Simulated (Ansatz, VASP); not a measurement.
# LiF (Griceite) in two plane-wave programs, part 2 of 2

One calculation is typed for both programs; each brings its own data sets and cutoff. How far apart do they land?

VASP 6.6.1 and Ansatz 0.2.0.

So far: Starting point; VASP: G0W0 gap, PBE.

**3. Ansatz: G0W0 gap, PBE**

Level of this step: Ansatz beside VASP: Kohn-Sham DFT, plane waves, PBE, G0W0 (Ansatz).

Ansatz runs on its default PAW (the set named soft_2) files.

The same cell, functional and mesh now go to Ansatz, which takes its cutoff from its data sets.

Input file input.yaml:

```yaml
crystal:
  lattice:
    - [0.0, 2.014, 2.014]
    - [2.014, 0.0, 2.014]
    - [2.014, 2.014, 0.0]
  atoms:
    - { symbol: F, position: [0.5, 0.5, 0.5] }
    - { symbol: Li, position: [0.0, 0.0, 0.0] }
hamiltonian:
  xc: pbe
  pseudopotentials: { kind: paw }
kpoints:
  mp_grid: { grid: [4, 4, 4] }
scf:
  occupations: { method: fixed }
gw:
  n_empty_bands: 36
  ecut_chi: 100.0
  qp_bands: [v2, c2]
  qp_kpoints: band_edges
  screening: { model: contour_deformation }
```

Run with:

```sh
> ansatz run input.yaml --threads 4 --pin off --max-ram 9216MiB --backend cpu --events-out ev --progress --plain --runs-dir out
```

Numbers of over 12 decimals in the logs are rounded to 6 here.

Log:

```text
Engine: ansatz 0.2.0, aarch64-unknown-linux-gnu
Pseudopotentials: kind: paw
Pseudopotential: F, paw, valence charge 7, recommended cutoff 420 eV (normal), F.paw.azcp
Pseudopotential: Li, paw, valence charge 3, recommended cutoff 420 eV (normal), Li.paw.azcp
Functional definition: PBE
  parameter kappa = 0.804
  parameter beta = 0.066725
  exchange = pbe_x(kappa = kappa, mu = beta*pi^2/3)
  correlation = pbe_c(beta = beta)
Crystal: 2 atoms, lattice volume = 16.338 Å³
Basis set: ecut = 420 eV, 331 PW (Γ)
Bands: 9, of which v1, the nominal top of the filled ones, is band 5 counted from 1 (4 counted from 0)
Symmetry: 48 space group operations
Space group: Fm-3m (ITA 225), of the structure as read, at distance tolerance 2.5e-5 Å
k-points: 8 of 64
Non-local potential: F, projectors of the file, l = 0: 2, l = 1: 2, l = 2: 1
Non-local potential: Li, projectors of the file, l = 0: 3, l = 1: 2, l = 2: 1
PAW form: soft (Blöchl's): semilocal exchange-correlation on the pseudo side does not see the compensation charge
PAW one-centre angular grid: F, 110 points (default); XC on 64 Gauss nodes
PAW one-centre angular grid: Li, 110 points (default); XC on 64 Gauss nodes
Initial density: superposition of atomic densities (neutral atoms: chi_scale 0, normalization atom), corrected by the library's trained network
Initial wavefunctions: pseudopotential atomic-orbital guess
Functional: x = pbe(κ = 0.804, μ = 0.219515), c = pbe(β = 0.066725)
SCF iter   1: F=—  HF=-1016.165808 eV  |F-HF|=—  |Δ(HF+E_count)|=         —  Δρ=6.97e-4  dr2=3.26e-5  ethr=1.77e-3  ⟨swp⟩=3.6  Hψ=396  notcnv=0  defer=8
preconditioner: auto → none  [insulator: Δε(μ)=9.078 eV  Ē_g=22.708 eV  n_scr=0 (ndim 8)  ℏωp=26.0 eV  f_vac=0.000  ε∞_Penn≈2.3]
SCF iter   2: F=—  HF=-1016.165716 eV  |F-HF|=—  |Δ(HF+E_count)|=   9.21e-5  Δρ=9.17e-4  dr2=7.95e-5  ethr=3.26e-7  ⟨swp⟩=2.0  Hψ=184  notcnv=0  defer=14
SCF iter   3: F=—  HF=-1016.165710 eV  |F-HF|=—  |Δ(HF+E_count)|=   6.25e-6  Δρ=4.11e-4  dr2=1.47e-5  ethr=3.26e-7  ⟨swp⟩=2.1  Hψ=96  notcnv=0  defer=14
SCF iter   4: F=—  HF=-1016.165734 eV  |F-HF|=—  |Δ(HF+E_count)|=   2.46e-5  Δρ=2.46e-4  dr2=6.24e-6  ethr=1.47e-7  ⟨swp⟩=2.0  Hψ=122  notcnv=0  defer=14
SCF iter   5: F=—  HF=-1016.165733 eV  |F-HF|=—  |Δ(HF+E_count)|=   1.32e-6  Δρ=1.28e-4  dr2=1.73e-6  ethr=6.24e-8  ⟨swp⟩=1.0  Hψ=72  notcnv=0  defer=14
SCF iter   6: F=—  HF=-1016.165733 eV  |F-HF|=—  |Δ(HF+E_count)|=   4.62e-7  Δρ=4.70e-5  dr2=2.35e-7  ethr=1.73e-8  ⟨swp⟩=1.9  Hψ=90  notcnv=0  defer=14
SCF iter   7: F=-1016.165733 eV  HF=-1016.165733 eV  |F-HF|=1.06e-8  |Δ(HF+E_count)|=   6.99e-8  Δρ=1.06e-5  dr2=1.23e-8  ethr=1.00e-9  ⟨swp⟩=4.4  Hψ=263  notcnv=0
SCF 1 converged in 7 iterations: F = -1016.165733 eV  dr2 = 1.23e-8
  greatest PAW one-centre occupation: 1.000 electrons in one spin orbital (limit 2), on the Li atom at site 1 (counted from 0), in its partial waves of l = 0
NSCF: frozen V_eff on 8 k-points
G₀W₀ screening: q 1/8
G₀W₀ screening: q 2/8 (q-point 5)
G₀W₀ screening: q 3/8 (q-point 6)
G₀W₀ screening: q 4/8 (q-point 2)
G₀W₀ screening: q 5/8 (q-point 4)
G₀W₀ screening: q 6/8 (q-point 8)
G₀W₀ screening: q 7/8 (q-point 3)
G₀W₀ screening: q 8/8 (q-point 7)
G₀W₀ self-energy: k 1/6
G₀W₀ self-energy: k 2/6
G₀W₀ self-energy: k 3/6
G₀W₀ self-energy: k 4/6
G₀W₀ self-energy: k 5/6
G₀W₀ self-energy: k 6/6
NSCF: frozen V_eff on 1 k-points
SCF converged after 7 iterations
Free energy (F): -1016.165733 eV
Harris-Foulkes:  -1016.165733 eV  (|F-HF|=1.06e-8)
Internal energy: -1016.165733 eV  (E = F + TS)
E sigma→0 (E₀):  -1016.165733 eV
Fermi energy:    1.000748 eV
--- Per-component energies (eV) ---
  E_band       = -117.671367
  E_kinetic    = 230.635050
  E_local      = -640.998996  (includes V_loc(G=0)·N_el)
  E_nonlocal   = 40.378758
  E_hartree    = 224.597996
  E_xc         = -91.836114
  E_vxc        = -117.803566  (∫ρ·V_xc dr)
  E_paw        = -221.814959  (= ΣΔE_a)
  E_vpaw       = -79.077785  (= ΣTr[D̂ρ^β])
  E_aug_tail   = 0.002217  (compensation charges beyond the density's cutoff)
  E_ewald      = -557.129686
  E_smearing   = -0.000000  (= −TS)
  E_closure    = 0.000000  (closes the sum)
  Σ components = -1016.165733   (vs F -1016.165733, Δ=0.00e0)
--- Band table (eV; the first three rows and the last of 8) ---
  k-point 0: bands = ["-39.8908", "-18.9669", "1.0007", "1.0007", "1.0007", "10.0881", "24.9533", "24.9533", "24.9533"]
  k-point 1: bands = ["-39.8617", "-18.7589", "-0.3673", "0.8848", "0.8848", "11.3537", "18.9548", "21.5576", "21.5576"]
  k-point 2: bands = ["-39.8326", "-18.5351", "-1.5155", "0.7747", "0.7747", "11.7966", "17.7404", "19.9071", "19.9071"]
  k-point 7: bands = ["-39.8165", "-18.2977", "-1.0702", "-1.0702", "0.2059", "16.0665", "16.0665", "18.4460", "20.2547"]
--- G₀W₀: contour deformation, 5 samples at zero and on the imaginary axis and 3 off it, 64 q-points, 36 empty bands' worth ---
  eigenvalues of the whole cell's RPA ε∞ on this k-mesh (on a slab, of 1 + 4πα/V) = 2.0020, 2.0020, 2.0020; static W/v taken at q = 0 is 0.499498
  bands read: the sum over 41 bands ends inside a degenerate multiplet in 4 slots, whose members it reads at an even weight; the widest, k=0: bands 40 to 42 (counted from 1) at 2/3 each
  gw.qp_kpoints: band_edges: 6 of 8 stored k-points solved, in 1 pass; an edge of the gap read off the rows below is read off those points alone
    valence top: of the k-points left out ik 3 came nearest to being solved in a further pass, in band 4 (counted from 1, as in the quasiparticle table): it holds the edge there only if its correction is more favourable than any solved in that band by at least 0.507 eV; those differ by 0.390 eV
    conduction bottom: of the k-points left out ik 3 came nearest to being solved in a further pass, in band 6 (counted from 1, as in the quasiparticle table): it holds the edge there only if its correction is more favourable than any solved in that band by at least 2.330 eV; those differ by 0.908 eV
    ik  band        ε_KS         Σx   Σc(E_QP)       V_xc       Z   E_QP_lin       E_QP  E_QP is
     0     4      1.0007   -32.0604     5.3456   -24.2129  0.8200    -1.5495    -1.5011  root
     0     5      1.0007   -32.0604     5.3456   -24.2129  0.8200    -1.5495    -1.5011  root
     0     6     10.0881    -7.5297    -3.3908   -12.5128  0.8872    11.6919    11.6806  root
     0     7     24.9533    -3.0664    -4.5338    -9.9160  0.8530    27.2893    27.2691  root
     1     4      0.8848   -31.9382     5.3536   -24.0526  0.8197    -1.6972    -1.6472  root
     1     5      0.8848   -31.9382     5.3536   -24.0526  0.8197    -1.6972    -1.6472  root
     1     6     11.3537    -7.3879    -3.3928   -12.5430  0.8835    13.1306    13.1160  root
     1     7     18.9548    -5.1713    -3.8991   -11.0303  0.8664    20.9452    20.9146  root
     2     4      0.7747   -31.8436     5.3655   -23.9205  0.8194    -1.8344    -1.7829  root
     2     5      0.7747   -31.8436     5.3655   -23.9205  0.8194    -1.8344    -1.7829  root
     2     6     11.7966    -4.8294    -3.4948    -9.9594  0.8909    13.4440    13.4318  root
     2     7     17.7404    -9.1279    -3.9025   -15.4394  0.8507    20.2003    20.1493  root
     5     4     -0.3249   -29.8623     5.2698   -21.8232  0.8183    -3.1605    -3.0941  root
     5     5      0.7587   -31.7849     5.3575   -23.8654  0.8195    -1.8550    -1.8033  root
     5     6     13.1015    -7.0379    -3.4677   -12.4441  0.8794    15.0594    15.0401  root
     5     7     16.8036    -6.1058    -3.6650   -11.8353  0.8713    18.8954    18.8681  root
     6     4      0.0051   -30.6390     5.3415   -22.5859  0.8180    -2.7687    -2.7066  root
     6     5      0.0051   -30.6390     5.3415   -22.5859  0.8180    -2.7687    -2.7066  root
     6     6     15.8213    -9.3862    -3.5964   -15.4836  0.8585    18.3646    18.3222  root
     6     7     17.4985    -2.5955    -3.6137    -7.5586  0.8861    18.8583    18.8478  root
     7     4     -1.0702   -28.7682     5.2454   -20.6311  0.8166    -4.0395    -3.9620  root
     7     5      0.2059   -31.0775     5.3564   -23.0326  0.8185    -2.5425    -2.4826  root
     7     6     16.0665    -7.4956    -3.5831   -13.2973  0.8673    18.3162    18.2850  root
     7     7     16.0665    -7.4956    -3.5831   -13.2973  0.8673    18.3162    18.2850  root
```

The job ended after 1.1 s (4 threads of Arm Neoverse N1, shared host; peak memory 0.24 GiB; 2.9 s of CPU time).

**4. Side by side**

Known differences besides the potentials themselves: the two programs' PAW sets differ in cores and partial waves; the data sets hold 10 valence electrons in Ansatz (default PAW (the set named soft_2) files) and 8 in VASP; the cutoff is 420 eV in Ansatz and 520 eV in VASP; VASP leaves aspherical gradient terms in its spheres out (LASPH is not set), Ansatz keeps them; Ansatz integrates over frequency by contour deformation, VASP on a grid of NOMEGA points. Total energies have different zeros and are not compared.

Compared:

| quantity | Ansatz | VASP | difference |
| --- | --- | --- | --- |
| G0W0 gap on the mesh (eV) | 13.24 | 13.28 | -0.04 |
| PBE gap under it (eV) | 9.09 | 9.05 | +0.04 |

**5. Summary of results**

| Property | Result |
| --- | --- |
| difference in G0W0 gap on the mesh (G0W0 gap, PBE) | -0.035 eV |

In words: The difference in G0W0 gap on the mesh is -0.035 eV (G0W0 gap, PBE), within the 0.15 eV picked in this series as the mark of a large difference. Such differences can come from data sets, numerical settings and the points named under the comparisons, not from the functional's error against experiment.

[Lines on the potential files, build, host, timing and source positions are cut from VASP's logs without a mark.]

[Logs are printed without paths, hosts, clocks, repeated set-up lines and the standing remarks that a program may print on its own settings, such as how far it seeks lower states.]

[Hosts, paths, dates, database ids (printed as entryN), source tags and the programs' standing remarks are cut or masked in the printed files.]
